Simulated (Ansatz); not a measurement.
Basis-set extrapolation for C₇H₈O, SMILES `OCc1ccccc1` (PBE0-D4/def2-TZVP geometry, frozen core, the Gaussian-basis code of Ansatz). Multiplicity 1, RHF reference.

```
                      def2-TZVPP   def2-QZVPP
                 HF  -344.722822  -344.737621
    MP2 correlation    -1.355096    -1.445181
CCSD(T) correlation    -1.454776      not run
```

Energies in hartree. Use E(X) = E(∞) + A·exp(−7.88·√X) for Hartree–Fock and E(X) = E(∞) + B·X^(−2.97) for correlation, with X = 3 and 4, and add CCSD(T) minus MP2 of the smaller set to the MP2 limit.

What is the CCSD(T) energy at the basis-set limit?

HF limit: -344.737621 + (-0.014799) × 0.13774 = -344.73966. MP2 limit: -1.445181 + (-0.090085) × 0.74074 = -1.51191. Higher-order term: -1.454776 − (-1.355096) = -0.09968. Total: -346.35125 hartree, 109.0 kcal/mol below CCSD(T)/def2-TZVPP.
